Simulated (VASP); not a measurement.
Input of a VASP 6.6.1 run:

The input INCAR:

```
  ALGO = Normal
  EDIFF = 1E-6
  ENCUT = 600
  GGA = PE
  GGA_COMPAT = False
  ISIF = 2
  ISMEAR = 0
  LASPH = True
  LCHARG = True
  LELF = True
  LREAL = False
  LVHAR = True
  LWAVE = False
  NBANDS = 11
  NELM = 120
  PREC = Accurate
  SIGMA = 0.02
```

The input KPOINTS:

```
k-points
0
Gamma
  12 12 12
```

POSCAR

```
BN
1.0
    0.0000000000      1.8123265919      1.8123265919
    1.8123265919      0.0000000000      1.8123265919
    1.8123265919      1.8123265919      0.0000000000
B N
1 1
Direct
    0.0000000000      0.0000000000      0.0000000000
    0.2500000000      0.2500000000      0.2500000000
```

Potentials or basis: VASP PAW PBE potentials, release 64 (B, N).

Run with:

```console
$ cat potpaw_PBE.64/B/POTCAR potpaw_PBE.64/N/POTCAR > POTCAR
$ mpirun -np 1 vasp_std > vasp.out
```

(1) Estimate the band gap on the k mesh.

(2) Estimate the pressure.

Answers

(1) 4.45 eV, indirect (least direct gap 8.78 eV).

(2) 0.0 GPa.

**Measured values to compare with.**

A printed reference work, monograph reports, for a bulk crystal of BN at 300 K: band gap 6.4 eV (indirect).

Measured gap of BN: 6.4 eV (indirect; 300 K; a printed reference work, monograph). This calculation gives 4.45 eV (-1.95 eV). The value is that of PBE on a finite k mesh, which can miss the band edges, without temperature or zero-point motion. Semilocal functionals fall short of measured gaps as a rule.
